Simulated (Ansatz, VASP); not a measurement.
# Two plane-wave programs on Pd

```
Pd
1.0
    -1.51922    1.51922    1.51922
     1.51922   -1.51922    1.51922
     1.51922    1.51922   -1.51922
Pd
1
Direct
  0.00000 0.00000 0.00000
```

Alike in both runs: task single point; functional RPBE; k mesh 16 × 16 × 16; occupations fermi-dirac, width 0.1 eV; no spin polarisation.

```csv
,VASP,Ansatz
version,VASP 6.6.1,Ansatz 0.2.0
potentials or method,"VASP PAW PBE potentials, release 64 (Pd)","plane waves (420 eV) with PAW, scalar-relativistic"
plane-wave cutoff (eV),520,420
valence electrons in the cell,10,18
```

VASP gave:

- pressure (GPa): 25.5

Problem. Estimate Ansatz's values.

Solution. Pressure (GPa): 26.0.

The two sets of potentials don't hold the same shells in valence.

Caveats: so large a pressure means that the cell lies far from this level's equilibrium, or that cutoff or potentials fall short (VASP); the potentials were made for another functional, which shifts forces and pressure (VASP).
